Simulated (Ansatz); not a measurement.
# Trial structures of P: starts and ends

Theory: DFT PBE, scalar-relativistic, plane waves, PAW in Ansatz 0.2.0. Settings: cutoff 420 eV, Γ-centred meshes spaced at most about 0.3 Å⁻¹, and about 0.25 Å⁻¹ or finer for metals (2π included), Gaussian smearing. No spin polarisation in the final relaxations.

Each guess was relaxed in cell and atoms at zero pressure, within the symmetry of its start. Temperature and zero-point effects are left out. Coordination counts all near atoms (those within 1.25 times the shortest such distance or 1.15 times the sum of covalent radii; a plus sign parts nearer from farther groups; a slash parts the counts of unlike sites).

| guess | made from | start group | V start (Å³/atom) | end group | V end (Å³/atom) | coordination at the end | gap on mesh (eV) | E over the lowest end (meV/atom) |
| --- | --- | --- | --- | --- | --- | --- | --- | --- |
| 1 | 4-connected net of one element | C222_1 | 14.0 | Cmcm | 18.5 | P 3 | 0 | 5 |
| 2 | 4-connected net of one element | Cmmm | 15.2 | ? | ? | ? | ? | ? |
| 3 | 4-connected net of one element | I-4m2 | 22.1 | I-4m2 | 17.3 | P 4/3+2 | 0 | 108 |
| 4 | 3-, 4-connected net of one element | Pmna | 17.2 | Cmmm | 14.7 | P 6 | 0 | 0 |
| 5 | 4-connected net of one element | Cmcm | 17.5 | Pm-3m (simple cubic) | 14.6 | P 6 | 0 | 0 |
| 6 | 4-connected net of one element | I4_122 | 13.2 | I4_1/amd | 15.1 | P 4/6 | 0 | 145 |
| 7 | 4-connected net of one element | Imma | 16.8 | Cmmm | 25.1 | P 2+2 | 0 | 90 |

Guess 2 as it starts:

```cif
data_structure
_symmetry_space_group_name_H-M 'P 1'
_symmetry_Int_Tables_number 1
_cell_length_a 4.4662
_cell_length_b 4.4662
_cell_length_c 3.1432
_cell_angle_alpha 90.000
_cell_angle_beta 90.000
_cell_angle_gamma 133.194
_cell_volume 45.71
loop_
_atom_site_label
_atom_site_type_symbol
_atom_site_fract_x
_atom_site_fract_y
_atom_site_fract_z
_atom_site_occupancy
P1 P 0.67805 0.32195 0.50000 1
P2 P 0.32195 0.67805 0.50000 1
P3 P 0.50000 0.50000 0.00000 1
```

Question: Predict the end of this guess and its energy over the lowest end.

Answer: It ends in space group Cmmm (No. 65), with a = 3.192 Å, b = 9.136 Å, c = 3.822 Å, 18.6 Å³/atom and no gap. It lies 179 meV/atom over the lowest end, above guess 6 and so the highest of the set. Counting all near atoms, this end has P 2+2/4 and the lowest (guess 4) has P 6.

```
P
1.0
     1.59617   -4.56795    0.00000
     1.59617    4.56795    0.00000
     0.00000    0.00000    3.82243
P
3
Direct
  0.66887 0.33113 0.50000
  0.33113 0.66887 0.50000
  0.50000 0.50000 0.00000
```

The k mesh leaves some 4 meV/atom of noise in the energy of each metallic cell. Weakly bound directions are ill-defined at this level, which has no dispersion term (Cmcm, Cmmm at 25.1 Å³/atom), and this can change margins and order among such cells. Cells relaxed within their symmetry can be saddle points. The part of the Crystallography Open Database at hand lists P in space groups No. 2, 13, 64, 123; no cell shown has one of them. Some candidate types were left out of the draw beforehand, so a known form may be missing.
